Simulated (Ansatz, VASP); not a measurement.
# Pt in VASP and in Ansatz

```
Pt
1.0
     2.75854    0.00000    0.00000
    -1.37927    2.38897    0.00000
     0.00000    0.00000    4.78138
Pt
2
Cartesian
  1.3793 0.7963 3.5860
  0.0000 1.5926 1.1953
```

This isn't the form of Pt at room conditions, which is fcc.

Alike in both runs: functional PBE; k mesh 18 × 18 × 10; occupations gaussian, width 0.1 eV; no spin polarisation.

Ansatz relaxed the structure, and its values are those at the end. VASP's run is a single point on that final structure, the one shown.

|  | VASP | Ansatz |
| --- | --- | --- |
| version | VASP 6.6.1 | Ansatz 0.2.0 |
| potentials or method | VASP PAW PBE potentials, release 64 (Pt) | scalar-relativistic, plane waves, PAW |
| plane-wave cutoff (eV) | 520 | 420 |
| valence electrons in the cell | 20 | 36 |

Ansatz gave:

```
gap on the k mesh at the Fermi level (eV) : none
pressure (GPa)                            : 0.0
```

Problem. Estimate VASP's values.

Solution. gap on the k mesh at the Fermi level (eV): none; pressure (GPa): -0.5.

A gap of «none» marks a metal or a gap that the smearing closes. With one functional, cell and mesh, what is left measures potentials, basis and numerics. The two sets of potentials don't hold the same shells in valence.

Spin-orbit coupling is left out, which matters for the levels of Pt.
